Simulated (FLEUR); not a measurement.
# PtSe2 (Sudovikovite) (P-3m1) in FLEUR: a series of runs

One crystal, PtSe2 (Sudovikovite), is run at these levels: Wu-Cohen GGA; tasks: band structure, equation of state.

All numbers are computed with FLEUR MaX-R8.1 (later development tree); they aren't measurements. Logs are shortened: lines on timing, memory, paths and dates and some standing lists are left out, and cuts for length are marked.

## Step 1: The structure

The structure is trigonal, space group P-3m1 (No. 164). The conventional cell has a = 3.724 Å, b = 3.724 Å, c = 5.062 Å, α = 90.00°, β = 90.00°, γ = 120.00°. Around Pt (site symmetry -3m) lie 6 Se at 2.49 Å. Se (site symmetry 3m) has 3 Pt at 2.49 Å as nearest neighbours.

## Step 2: Band structure, Wu-Cohen GGA

inp.xml reads:

```xml
<?xml version="1.0" encoding="UTF-8" standalone="no"?>
<fleurInput fleurInputVersion="0.39">
   <comment>
      PtSe2                                                                                               
   </comment>
   <calculationSetup>
      <cutoffs Kmax="4.37" Gmax="13.5" GmaxXC="13.5" numbands="0"/>
      <scfLoop itmax="60" minDistance="0.00001" maxIterBroyd="15" imix="Anderson" alpha="0.05" precondParam="0.0" spinf="2.0" sdNocoIR="T"/>
      <coreElectrons ctail="T" frcor="F" kcrel="0" coretail_lmax="0"/>
      <xcFunctional name="wc" relativisticCorrections="F"/>
      <magnetism jspins="1"/>
      <soc l_soc="F" theta="0.0" phi="0.0" spav="F"/>
      <expertModes spex="0" secvar="F"/>
      <geometryOptimization l_f="F" forcealpha="1.0" forcemix="BFGS" epsdisp="0.00001" epsforce="0.00001"/>
      <ldaU l_linMix="F" mixParam="0.05" spinf="1.0"/>
   </calculationSetup>
   <cell>
      <bzIntegration valenceElectrons="50.0" mode="hist" fermiSmearingEnergy="0.00183747">
         <kPointListSelection listName="default-1"/>
         <!-- k-points included here -->
         <xi:include xmlns:xi="http://www.w3.org/2001/XInclude" href="kpts.xml"> </xi:include>
      </bzIntegration>
      <!-- symmetry operations included here -->
      <xi:include xmlns:xi="http://www.w3.org/2001/XInclude" href="sym.xml"> </xi:include>
      <bulkLattice scale="1.0">
         <bravaisMatrix>
[... 32 lines left out ...]
         </electronConfig>
         <energyParameters s="4" p="4" d="4" f="4"/>
         <lo type="SCLO" l="2" n="3" eDeriv="0"/>
         <lo type="SCLO" l="0" n="4" eDeriv="2"/>
         <lo type="SCLO" l="1" n="4" eDeriv="2"/>
         <lo type="SCLO" l="3" n="4" eDeriv="2"/>
      </species>
   </atomSpecies>
   <atomGroups>
      <atomGroup species="Platinum (Pt)">
         <relPos label="                   1">.0000000000 .0000000000 .0000000000</relPos>
         <force calculate="T" relaxXYZ="TTT"/>
      </atomGroup>
      <atomGroup species="Selenium (Se)">
         <relPos label="                   2">-1.000/3.000 1.000/3.000 -1.000/4.000</relPos>
         <relPos label="                   3">1.000/3.000 -1.000/3.000 1.000/4.000</relPos>
         <force calculate="T" relaxXYZ="TTT"/>
      </atomGroup>
   </atomGroups>
   <output dos="F" band="F" slice="F">
      <checks vchk="F" cdinf="F"/>
      <bandDOS minEnergy="-.5*Htr" maxEnergy="0.5*Htr" sigma="0.015" storeEVData="T"/>
      <vacuumDOS vacdos="F" integ="F" star="F" nstars="0" locx1="0.0" locy1="0.0" locx2="0.0" locy2="0.0" nstm="0" tworkf="0.0"/>
      <unfoldingBand unfoldBand="F" supercellX="1" supercellY="1" supercellZ="1"/>
      <plotting iplot="0" polar="F">
         <plot TwoD="T" vec1="  1.0  0.0  0.0" vec2="  0.0  1.0  0.0" vec3="  0.0  0.0  1.0" zero="  0.0  0.0  0.0" file="plot"/>
      </plotting>
      <chargeDensitySlicing numkpt="0" minEigenval="0.0" maxEigenval="0.0" nnne="0" pallst="F"/>
      <specialOutput eonly="F"/>
      <moessbauerParams electricFieldGradient="T" isomerShift="T" coreHyperfine="T" valenceHyperfine="T"/>
      <magneticCircularDichroism mcd="F" energyLo="-10.0" energyUp="0.0"/>
   </output>
  <!-- We include the file relax.xml here to enable relaxations (see documentation) -->
  <xi:include xmlns:xi="http://www.w3.org/2001/XInclude" href="relax.xml"> <xi:fallback/> </xi:include>
</fleurInput>
```

crystal.txt reads:

```
PtSe2
&input cartesian=F /
3.7240000000  0.0000000000  0.0000000000
-1.8620000000  3.2250786037  0.0000000000
0.0000000000  0.0000000000  5.0620000000
1.8897261246
1.0 1.0 1.0

3
78 0.0000000000  0.0000000000  0.0000000000
34 0.6666666667  0.3333333333  0.7500000000
34 0.3333333333  0.6666666667  0.2500000000

&kpt div1=8 div2=8 div3=5 gamma=T /
```

inp.xml (bands) reads:

```
<?xml version="1.0" encoding="UTF-8" standalone="no"?>
<fleurInput fleurInputVersion="0.39">
   <comment>
      PtSe2                                                                                               
   </comment>
   <calculationSetup>
      <cutoffs Kmax="4.37" Gmax="13.5" GmaxXC="13.5" numbands="0"/>
      <scfLoop itmax="60" minDistance="0.00001" maxIterBroyd="15" imix="Anderson" alpha="0.05" precondParam="0.0" spinf="2.0" sdNocoIR="T"/>
      <coreElectrons ctail="T" frcor="F" kcrel="0" coretail_lmax="0"/>
      <xcFunctional name="wc" relativisticCorrections="F"/>
      <magnetism jspins="1"/>
      <soc l_soc="F" theta="0.0" phi="0.0" spav="F"/>
      <expertModes spex="0" secvar="F"/>
      <geometryOptimization l_f="F" forcealpha="1.0" forcemix="BFGS" epsdisp="0.00001" epsforce="0.00001"/>
      <ldaU l_linMix="F" mixParam="0.05" spinf="1.0"/>
   </calculationSetup>
   <cell>
      <bzIntegration valenceElectrons="50.0" mode="hist" fermiSmearingEnergy="0.00183747">
         <kPointListSelection listName="path-1"/>
         <!-- k-points included here -->
         <xi:include xmlns:xi="http://www.w3.org/2001/XInclude" href="kpts.xml"> </xi:include>
      </bzIntegration>
      <!-- symmetry operations included here -->
      <xi:include xmlns:xi="http://www.w3.org/2001/XInclude" href="sym.xml"> </xi:include>
      <bulkLattice scale="1.0">
[... 33 lines left out ...]
         </electronConfig>
         <energyParameters s="4" p="4" d="4" f="4"/>
         <lo type="SCLO" l="2" n="3" eDeriv="0"/>
         <lo type="SCLO" l="0" n="4" eDeriv="2"/>
         <lo type="SCLO" l="1" n="4" eDeriv="2"/>
         <lo type="SCLO" l="3" n="4" eDeriv="2"/>
      </species>
   </atomSpecies>
   <atomGroups>
      <atomGroup species="Platinum (Pt)">
         <relPos label="                   1">.0000000000 .0000000000 .0000000000</relPos>
         <force calculate="T" relaxXYZ="TTT"/>
      </atomGroup>
      <atomGroup species="Selenium (Se)">
         <relPos label="                   2">-1.000/3.000 1.000/3.000 -1.000/4.000</relPos>
         <relPos label="                   3">1.000/3.000 -1.000/3.000 1.000/4.000</relPos>
         <force calculate="T" relaxXYZ="TTT"/>
      </atomGroup>
   </atomGroups>
   <output dos="F" band="T" slice="F">
      <checks vchk="F" cdinf="F"/>
      <bandDOS minEnergy="-.5*Htr" maxEnergy="0.5*Htr" sigma="0.015" storeEVData="T"/>
      <vacuumDOS vacdos="F" integ="F" star="F" nstars="0" locx1="0.0" locy1="0.0" locx2="0.0" locy2="0.0" nstm="0" tworkf="0.0"/>
      <unfoldingBand unfoldBand="F" supercellX="1" supercellY="1" supercellZ="1"/>
      <plotting iplot="0" polar="F">
         <plot TwoD="T" vec1="  1.0  0.0  0.0" vec2="  0.0  1.0  0.0" vec3="  0.0  0.0  1.0" zero="  0.0  0.0  0.0" file="plot"/>
      </plotting>
      <chargeDensitySlicing numkpt="0" minEigenval="0.0" maxEigenval="0.0" nnne="0" pallst="F"/>
      <specialOutput eonly="F"/>
      <moessbauerParams electricFieldGradient="T" isomerShift="T" coreHyperfine="T" valenceHyperfine="T"/>
      <magneticCircularDichroism mcd="F" energyLo="-10.0" energyUp="0.0"/>
   </output>
  <!-- We include the file relax.xml here to enable relaxations (see documentation) -->
  <xi:include xmlns:xi="http://www.w3.org/2001/XInclude" href="relax.xml"> <xi:fallback/> </xi:include>
</fleurInput>
```

Potentials or basis: all-electron, FLAPW.

Launch:

```bash
$ inpgen -f crystal.txt -profile fastHighL
$ # inp.xml edited to the form shown
$ fleur_MPI
$ fleur_MPI   # second run, on inp.xml (bands)
```

The log of the run:

```text
Welcome to FLEUR        (www.flapw.de)
      MaX-Release 8.1          (www.max-centre.eu)

 ========== k-point set info ==========
 Selected k-point list: default-1
 k-point list type: mesh
 8 x 8 x 5
 Number of k points: 40

 ------------Calculation Setup---------------------------
 Number of MPI-tasks      :            1
 Number of PE/node        :            1
 Number of OMP-threads    :            1
 Most efficient MPI parallelization for:
           1           2           4           5           8          10          20          40
 Additional eigenvalue parallelization possible
 Number of basis functions:          695
 Approximate size of matrices (H+S) per k-point:         0.007 GB
 --------------------------------------------------------
 Iteration:     1   Distance:      14.58651978 me/bohr^3
 Iteration:     2   Distance:      12.31536539 me/bohr^3
 Iteration:     3   Distance:       6.22731164 me/bohr^3
 Iteration:     4   Distance:       3.27236503 me/bohr^3
 Iteration:     5   Distance:       1.57415618 me/bohr^3
 Iteration:     6   Distance:       0.48768863 me/bohr^3
 Iteration:     7   Distance:       0.36707617 me/bohr^3
 Iteration:     8   Distance:       0.08005543 me/bohr^3
 Iteration:     9   Distance:       0.02148527 me/bohr^3
 Iteration:    10   Distance:       0.01306280 me/bohr^3
 Iteration:    11   Distance:       0.00179583 me/bohr^3
 Iteration:    12   Distance:       0.00168301 me/bohr^3
 Iteration:    13   Distance:       0.00030884 me/bohr^3
 Iteration:    14   Distance:       0.00008271 me/bohr^3
 Iteration:    15   Distance:       0.00004435 me/bohr^3
 Iteration:    16   Distance:       0.00004095 me/bohr^3
 Iteration:    17   Distance:       0.00001845 me/bohr^3
 Iteration:    18   Distance:       0.00001321 me/bohr^3
 Iteration:    19   Distance:       0.00000242 me/bohr^3

 ********************************************************************
 Run finished successfully
 Stop message:
   all done
 ********************************************************************
```

Wall time 97 s (1 thread of Intel Xeon Platinum 8488C (Sapphire Rapids), shared host); peak memory 0.09 GiB.

What came out:

```yaml
Free_energy: -634162.3989 eV
Band_gap_along_the_path: none (metal or under the smearing width)
Valence_electrons_inside_the_program's_atomic_spheres: Pt 16.48; Se 12.85 (radii Pt 2.46, Se 1.9 bohr)
```

Levels at the corners of the path, in eV from the Fermi level:
```tsv
point	band 22	band 23	band 24	band 25	band 26	band 27	band 28	band 29
Γ	-2.61	-1.10	-1.10	0.37	1.43	1.43	3.47	4.03
M	-3.59	-3.54	-3.46	-3.02	0.62	2.33	4.71	5.71
K	-3.82	-2.73	-1.87	-1.87	-0.04	-0.04	3.98	7.49
Γ	-2.61	-1.10	-1.10	0.37	1.43	1.43	3.47	4.03
A	-3.02	-1.76	-1.53	-1.53	2.29	2.29	4.69	6.22
L	-3.55	-3.26	-2.89	-1.41	0.96	1.48	4.49	4.62
H	-4.25	-3.71	-2.54	-2.54	1.97	1.97	6.49	7.19
A	-3.02	-1.76	-1.53	-1.53	2.29	2.29	4.69	6.22
L	-3.55	-3.26	-2.89	-1.41	0.96	1.48	4.49	4.62
M	-3.59	-3.54	-3.46	-3.02	0.62	2.33	4.71	5.71
K	-3.82	-2.73	-1.87	-1.87	-0.04	-0.04	3.98	7.49
H	-4.25	-3.71	-2.54	-2.54	1.97	1.97	6.49	7.19
```

Core levels (eV from the Fermi level):
```csv
atom,levels
1 Pt,"1s1/2 -78306.9, 2s1/2 -13744.1, 2p1/2 -13172.7, 2p3/2 -11443.3, 3s1/2 -3226.6, 3p1/2 -2970.2, 3p3/2 -2590.1, 4s1/2 -691.8, 3d3/2 -2163.3, 3d5/2 -2081.3, 4p1/2 -583.0, 4p3/2 -492.4, 4d3/2 -314.4, 4d5/2 -297.6, 4f5/2 -70.1, 4f7/2 -66.6"
2 Se,"1s1/2 -12493.5, 2s1/2 -1601.2, 2p1/2 -1436.5, 2p3/2 -1394.7, 3s1/2 -208.5, 3p1/2 -152.1, 3p3/2 -146.3"
3 Se,"1s1/2 -12493.5, 2s1/2 -1601.2, 2p1/2 -1436.5, 2p3/2 -1394.7, 3s1/2 -208.5, 3p1/2 -152.1, 3p3/2 -146.3"
```

Caveat: spin-orbit coupling is left out, which moves the levels of the heavy elements.

## Step 3: Equation of state, Wu-Cohen GGA, 19.05 Å³/atom (volume scaled by 0.94)

Changes to inp.xml since step 2:

```diff
@@ -6,3 +6,3 @@
    <calculationSetup>
-      <cutoffs Kmax="4.37" Gmax="13.5" GmaxXC="13.5" numbands="0"/>
+      <cutoffs Kmax="4.49" Gmax="13.9" GmaxXC="13.9" numbands="0"/>
       <scfLoop itmax="60" minDistance="0.00001" maxIterBroyd="15" imix="Anderson" alpha="0.05" precondParam="0.0" spinf="2.0" sdNocoIR="T"/>
@@ -24,3 +24,3 @@
       <xi:include xmlns:xi="http://www.w3.org/2001/XInclude" href="sym.xml"> </xi:include>
-      <bulkLattice scale="1.0">
+      <bulkLattice scale="0.9795861087">
          <bravaisMatrix>
@@ -34,3 +34,3 @@
       <species name="Platinum (Pt)" element="Pt" atomicNumber="78">
-         <mtSphere radius="2.46" gridPoints="813" logIncrement="0.016"/>
+         <mtSphere radius="2.39" gridPoints="813" logIncrement="0.016"/>
          <atomicCutoffs lmax="10" lnonsphr="8"/>
@@ -51,3 +51,3 @@
       <species name="Selenium (Se)" element="Se" atomicNumber="34">
-         <mtSphere radius="1.9" gridPoints="629" logIncrement="0.019"/>
+         <mtSphere radius="1.85" gridPoints="629" logIncrement="0.019"/>
          <atomicCutoffs lmax="8" lnonsphr="6"/>
```

Potentials or basis: all-electron, FLAPW.

Launch:

```bash
$ inpgen -f crystal.txt -profile fastHighL
$ # inp.xml edited to the form shown
$ fleur_MPI
```

It took 87 s on 1 thread of Intel Xeon Platinum 8488C (Sapphire Rapids), shared host; peak memory 0.09 GiB.

Results (log left out):

| Item | Value |
| --- | --- |
| Free energy | -634162.1981 eV |
| Band gap on the k mesh | none (metal or under the smearing width) |
| Valence electrons inside the program's atomic spheres | Pt 16.30; Se 12.69 (radii Pt 2.39, Se 1.85 bohr) |

Caveat: the plane-wave cutoff is short for the semicore states, which can make moduli rough.

## Step 4: Equation of state, Wu-Cohen GGA, 19.45 Å³/atom (volume scaled by 0.96)

Changes to inp.xml since step 3:

```diff
@@ -24,3 +24,3 @@
       <xi:include xmlns:xi="http://www.w3.org/2001/XInclude" href="sym.xml"> </xi:include>
-      <bulkLattice scale="0.9795861087">
+      <bulkLattice scale="0.9864848297">
          <bravaisMatrix>
```

Launch:

```bash
$ inpgen -f crystal.txt -profile fastHighL
$ # inp.xml edited to the form shown
$ fleur_MPI
```

It took 95 s on 1 thread of Intel Xeon Platinum 8488C (Sapphire Rapids), shared host; peak memory 0.09 GiB.

Results (log left out):

```yaml
Free_energy: -634162.2800 eV
Band_gap_on_the_k_mesh: none (metal or under the smearing width)
Valence_electrons_inside_the_program's_atomic_spheres: Pt 16.26; Se 12.68 (radii Pt 2.39, Se 1.85 bohr)
```

Caveat: the plane-wave cutoff is short for the semicore states, which can make moduli rough.

## Step 5: Equation of state, Wu-Cohen GGA, 20.27 Å³/atom

Changes to inp.xml since step 4:

```diff
@@ -24,3 +24,3 @@
       <xi:include xmlns:xi="http://www.w3.org/2001/XInclude" href="sym.xml"> </xi:include>
-      <bulkLattice scale="0.9864848297">
+      <bulkLattice scale="1.0000000000">
          <bravaisMatrix>
```

Launch:

```bash
$ inpgen -f crystal.txt -profile fastHighL
$ # inp.xml edited to the form shown
$ fleur_MPI
```

Run time: 1.7 min. Hardware: 1 thread of Intel Xeon Platinum 8488C (Sapphire Rapids), shared host; peak memory 0.09 GiB.

Results (log left out):

| Property | Result |
| --- | --- |
| Free energy | -634162.3692 eV |
| Band gap on the k mesh | none (metal or under the smearing width) |
| Valence electrons inside the program's atomic spheres | Pt 16.19; Se 12.66 (radii Pt 2.39, Se 1.85 bohr) |

Caveat: the plane-wave cutoff is short for the semicore states, which can make moduli rough.

## Step 6: Equation of state, Wu-Cohen GGA, 21.08 Å³/atom (volume scaled by 1.04)

Changes to inp.xml since step 5:

```diff
@@ -24,3 +24,3 @@
       <xi:include xmlns:xi="http://www.w3.org/2001/XInclude" href="sym.xml"> </xi:include>
-      <bulkLattice scale="1.0000000000">
+      <bulkLattice scale="1.0131594038">
          <bravaisMatrix>
```

Potentials or basis: all-electron, FLAPW.

Launch:

```bash
$ inpgen -f crystal.txt -profile fastHighL
$ # inp.xml edited to the form shown
$ fleur_MPI
```

Wall time 1.8 min (1 thread of Intel Xeon Platinum 8488C (Sapphire Rapids), shared host); peak memory 0.09 GiB.

Results (log left out):

| Quantity | Value |
| --- | --- |
| Free energy | -634162.3719 eV |
| Band gap on the k mesh | none (metal or under the smearing width) |
| Valence electrons inside the program's atomic spheres | Pt 16.13; Se 12.65 (radii Pt 2.39, Se 1.85 bohr) |

Caveat: the plane-wave cutoff is short for the semicore states, which can make moduli rough.

## Step 7: Equation of state, Wu-Cohen GGA, 21.48 Å³/atom (volume scaled by 1.06)

Changes to inp.xml since step 6:

```diff
@@ -24,3 +24,3 @@
       <xi:include xmlns:xi="http://www.w3.org/2001/XInclude" href="sym.xml"> </xi:include>
-      <bulkLattice scale="1.0131594038">
+      <bulkLattice scale="1.0196128224">
          <bravaisMatrix>
```

Launch:

```bash
$ inpgen -f crystal.txt -profile fastHighL
$ # inp.xml edited to the form shown
$ fleur_MPI
```

It took 1.9 min on 1 thread of Intel Xeon Platinum 8488C (Sapphire Rapids), shared host; peak memory 0.09 GiB.

The run converged. Its results:

| Item | Value |
| --- | --- |
| Free energy | -634162.3455 eV |
| Band gap on the k mesh | none (metal or under the smearing width) |
| Valence electrons inside the program's atomic spheres | Pt 16.10; Se 12.64 (radii Pt 2.39, Se 1.85 bohr) |

Caveat: the plane-wave cutoff is short for the semicore states, which can make moduli rough.

## Step 8: Equation of state, Wu-Cohen GGA

This step only gathers the single runs of the series.

What came out:

```yaml
Equilibrium_volume: 20.69 Å³/atom
Bulk_modulus_at_fixed_shape_and_positions: 132 GPa
```

Energy against volume, from the lowest point:
| volume (Å³/atom) | energy (meV/atom) |
| --- | --- |
| 19.049 | 57.92 |
| 19.455 | 30.63 |
| 20.265 | 0.88 |
| 21.076 | 0.00 |
| 21.481 | 8.80 |

Caveat: the plane-wave cutoff is short for the semicore states, which can make moduli rough; the cell was scaled at fixed shape and fractional positions, which overstates the stiffness of a crystal with free parameters, most of all of layers and chains. Spin-orbit coupling is left out, which matters for the levels of Pt.
